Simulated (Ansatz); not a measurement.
Crystal: PbS.

```xyz
4
Lattice="2.0800 -5.9913 0.0000 2.0800 5.9913 0.0000 0.0000 0.0000 4.2793" Properties=species:S:1:pos:R:3 pbc="T T T"
Pb    2.0800    4.4268    1.0698
Pb    2.0800   -4.4268    3.2095
S     2.0800    1.7399    1.0698
S     2.0800   -1.7399    3.2095
```

Measurements of this composition are mostly on another form, of space group No. 225.

* Program: Ansatz 0.2.0
* Task: relaxation of cell and atoms
* Functional: SVWN5
* Potentials or basis: Ansatz PAW
* Cutoff: 420 eV (not typed: the program's choice for these potentials)
* k mesh: 7 × 7 × 6
* Occupations: fermi-dirac, width 0.05 eV
* Spin: no spin polarisation

At the start: volume 26.66 Å³/atom.

Question: Where does the relaxation end?

Answer: It ends after 7 steps and the volume is 24.25 Å³/atom (-9.1 %); space group Cmcm (No. 63, to 0.05 Å).

The path:
```csv
step,energy change (eV),largest force (eV/Å),volume (Å³)
1,0.0000,0.1167,106.65
2,-0.0742,0.2315,93.95
3,-0.1035,0.1039,97.14
4,-0.1063,0.0272,97.65
5,-0.1072,0.0054,97.06
6,-0.1072,0.0008,97.00
7,-0.1064,0.0009,97.00
```

Final structure:
```xyz
4
Lattice="2.0285 -5.7036 0.0000 2.0285 5.7036 0.0000 0.0000 0.0000 4.1919" Properties=species:S:1:pos:R:3 pbc="T T T"
Pb    2.0285    4.2740    1.0480
Pb    2.0285   -4.2740    3.1439
S     2.0285    1.6025    1.0480
S     2.0285   -1.6025    3.1439
```

Caveat: the plane-wave basis is chosen anew once the cell has moved, so the energies of steps on either side of that aren't comparable; the PAW data sets come from PBE, with cores solved anew for the run's functional, which leaves a small shift of forces and pressure.
